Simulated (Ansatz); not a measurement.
# Si62Ge: the cost of one run

All numbers below are computed with Ansatz 0.2.0 (DFT PBEsol, plane waves, PAW, scalar-relativistic, no spin polarisation).

## (1) The structure to begin with

The cell holds 63 atoms (GeSi62): a = 10.860 Å, b = 10.860 Å, c = 10.860 Å, α = 90.00°, β = 90.00°, γ = 90.00°.

The coordinates stand in the first input below.

## (2) End point A

File input.yaml:

```yaml
crystal:
  lattice:
    - [10.86, 0.0, 0.0]
    - [0.0, 10.86, 0.0]
    - [0.0, 0.0, 10.86]
  atoms:
    - { symbol: Si, position: [0.4954009, 0.005363, 0.001242] }
    - { symbol: Si, position: [0.6234813, 0.125736, 0.1190504] }
    - { symbol: Si, position: [0.749234, 0.2476907, -0.0004819] }
    - { symbol: Si, position: [0.8716266, 0.3723804, 0.125152] }
    - { symbol: Si, position: [0.7502974, 0.0001514, 0.2482906] }
    - { symbol: Si, position: [0.8776187, 0.1236688, 0.3744422] }
    - { symbol: Si, position: [-0.0013876, 0.003064, -0.0066482] }
    - { symbol: Si, position: [0.1303417, 0.1262632, 0.1257667] }
    - { symbol: Si, position: [0.2593689, 0.2518612, 0.0022824] }
    - { symbol: Si, position: [0.3737745, 0.3753795, 0.1267694] }
    - { symbol: Si, position: [0.4955475, 0.5001494, 0.0002597] }
    - { symbol: Si, position: [0.6218178, 0.6263052, 0.1252299] }
    - { symbol: Si, position: [0.7491794, 0.7479612, -0.0007324] }
    - { symbol: Si, position: [0.8732207, 0.8767285, 0.1217728] }
    - { symbol: Si, position: [0.2490937, 0.0002122, 0.2488199] }
    - { symbol: Si, position: [0.3734654, 0.1270851, 0.3785873] }
    - { symbol: Si, position: [0.5019664, 0.2505754, 0.2497503] }
    - { symbol: Si, position: [0.6236102, 0.3761627, 0.3768214] }
    - { symbol: Si, position: [0.7510184, 0.5015455, 0.246868] }
    - { symbol: Si, position: [0.8761049, 0.6268227, 0.3723405] }
    - { symbol: Si, position: [0.5031458, 0.003916, 0.501873] }
    - { symbol: Si, position: [0.6274542, 0.1250583, 0.6232328] }
    - { symbol: Si, position: [0.7464328, 0.2557405, 0.5020912] }
    - { symbol: Si, position: [0.8753009, 0.3783547, 0.6263444] }
    - { symbol: Si, position: [0.7499087, 9.53e-05, 0.7521806] }
    - { symbol: Si, position: [0.8765265, 0.1242859, 0.8706829] }
    - { symbol: Si, position: [0.0037284, 0.5015775, 0.0005692] }
    - { symbol: Si, position: [0.1201788, 0.6263206, 0.1229976] }
    - { symbol: Si, position: [0.2502691, 0.7472434, 0.0015468] }
    - { symbol: Si, position: [0.3788596, 0.872002, 0.123804] }
    - { symbol: Si, position: [0.001724, 0.2496451, 0.2484327] }
    - { symbol: Si, position: [0.1324694, 0.3720164, 0.3758829] }
    - { symbol: Si, position: [0.2485868, 0.5016784, 0.243281] }
    - { symbol: Si, position: [0.3744163, 0.6239981, 0.3708944] }
    - { symbol: Si, position: [0.4975772, 0.7498206, 0.2474831] }
    - { symbol: Si, position: [0.6186419, 0.8766711, 0.3732398] }
    - { symbol: Si, position: [-0.0003124, -0.001204, 0.5003968] }
    - { symbol: Si, position: [0.2523655, 0.251123, 0.5002158] }
    - { symbol: Si, position: [0.3776194, 0.375931, 0.6252559] }
    - { symbol: Si, position: [0.4988471, 0.5006458, 0.5018805] }
    - { symbol: Si, position: [0.6254551, 0.6257046, 0.625326] }
    - { symbol: Si, position: [0.7554211, 0.7528618, 0.4984772] }
    - { symbol: Si, position: [0.8730633, 0.877462, 0.6236928] }
    - { symbol: Ge, position: [0.2485433, -0.0034742, 0.7533878] }
    - { symbol: Si, position: [0.3757022, 0.1251546, 0.8808408] }
    - { symbol: Si, position: [0.4987729, 0.2500298, 0.7503538] }
    - { symbol: Si, position: [0.6196954, 0.3689044, 0.8764517] }
    - { symbol: Si, position: [0.7480115, 0.498805, 0.7532478] }
    - { symbol: Si, position: [0.874488, 0.6282176, 0.8776134] }
    - { symbol: Si, position: [0.0016847, 0.7508773, 0.2492874] }
    - { symbol: Si, position: [0.1263037, 0.8739701, 0.3758299] }
    - { symbol: Si, position: [0.0025232, 0.5009247, 0.5027217] }
    - { symbol: Si, position: [0.1262817, 0.6248654, 0.6229454] }
    - { symbol: Si, position: [0.2532744, 0.7508445, 0.4962034] }
    - { symbol: Si, position: [0.3766227, 0.8747784, 0.6230408] }
    - { symbol: Si, position: [0.0020661, 0.253243, 0.7502144] }
    - { symbol: Si, position: [0.1254911, 0.3726265, 0.8744211] }
    - { symbol: Si, position: [0.2474694, 0.5034582, 0.7485707] }
    - { symbol: Si, position: [0.3720168, 0.6230418, 0.8811595] }
    - { symbol: Si, position: [0.5025931, 0.7486681, 0.7510179] }
    - { symbol: Si, position: [0.6258982, 0.8759066, 0.8718316] }
    - { symbol: Si, position: [0.0029211, 0.7490882, 0.7484945] }
    - { symbol: Si, position: [0.1196572, 0.8743477, 0.8761799] }
total_charge: -2
basis:
  ecutwfc: 420.0
kpoints:
  mp_grid: { grid: [1, 1, 1] }
hamiltonian:
  xc: pbesol
  pseudopotentials: { kind: paw, azcp: { folder: soft_1 } }
scf:
  occupations: { method: gaussian, width: 0.05 }
  lower_state_search: "off"
relax:
  f_tol: 0.03
  max_steps: 60
  adjacent_minimum: "off"
```

Run with:

```sh
ansatz run input.yaml --threads 4 --pin off --max-ram 10240MiB --backend cpu --events-out ev --progress --plain --runs-dir out
```

What time and memory should one allow on 4 threads of Arm Neoverse V2, shared host?

About 71 s, with a peak of 1.1 GiB.
